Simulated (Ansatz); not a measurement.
Pt:

```
Pt
1.0
     0.00000    1.96090    1.96090
     1.96090    0.00000    1.96090
     1.96090    1.96090    0.00000
Pt
1
Direct
  0.00000 0.00000 0.00000
```

Base run:

| Item | Value |
| --- | --- |
| Program | Ansatz 0.2.0 |
| Functional | revPBE |
| Potentials or basis | all-electron LAPW, scalar-relativistic |
| Cutoff | 270 eV |
| Density cutoff | 1081 eV |
| Basis error allowed | 0.001 eV/atom |
| k mesh | 12 × 12 × 12 |
| Occupations | fermi-dirac, width 0.05 eV |
| Spin | no spin polarisation |

Its results: pressure 13.3 GPa.

The run is repeated on the same cell with these changes: functional from revPBE to PBEsol. What comes out?

Pressure -0.6 GPa.

PBEsol binds more tightly than revPBE, so the same cell stands under less pressure.

Not every run made on this cell is shown here.
